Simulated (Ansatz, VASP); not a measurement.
# NaCl in VASP and in Ansatz

```
CELL_PARAMETERS angstrom
0.00000 2.80368 2.80368
2.80368 0.00000 2.80368
2.80368 2.80368 0.00000
ATOMIC_POSITIONS crystal
Na 0.00000 0.00000 0.00000
Cl 0.50000 0.50000 0.50000
```

Alike in both runs: task single point; functional r2SCAN; k mesh 6 × 6 × 6; occupations gaussian, width 0.05 eV; no spin polarisation.

|  | VASP | Ansatz |
| --- | --- | --- |
| version | VASP 6.6.1 | Ansatz 0.2.0 |
| potentials or method | VASP PAW PBE potentials, release 64 (Na_pv, Cl) | scalar-relativistic, plane waves, PAW |
| plane-wave cutoff (eV) | 520 | 500 |
| valence electrons in the cell | 14 | 16 |

```csv
,VASP,Ansatz,Ansatz less VASP
gap on the k mesh at the Fermi level (eV),5.99,5.97,-0.023
least direct gap on the mesh (eV),5.99,5.97,-0.023
pressure (GPa),-0.2,0.0,+0.20
```

The two sets of potentials don't hold the same shells in valence.

Caveats: the PAW data sets were made with another functional, which shifts forces and pressure a little (VASP). r2SCAN opens gaps a little over a GGA but as a rule still falls short of measured ones.
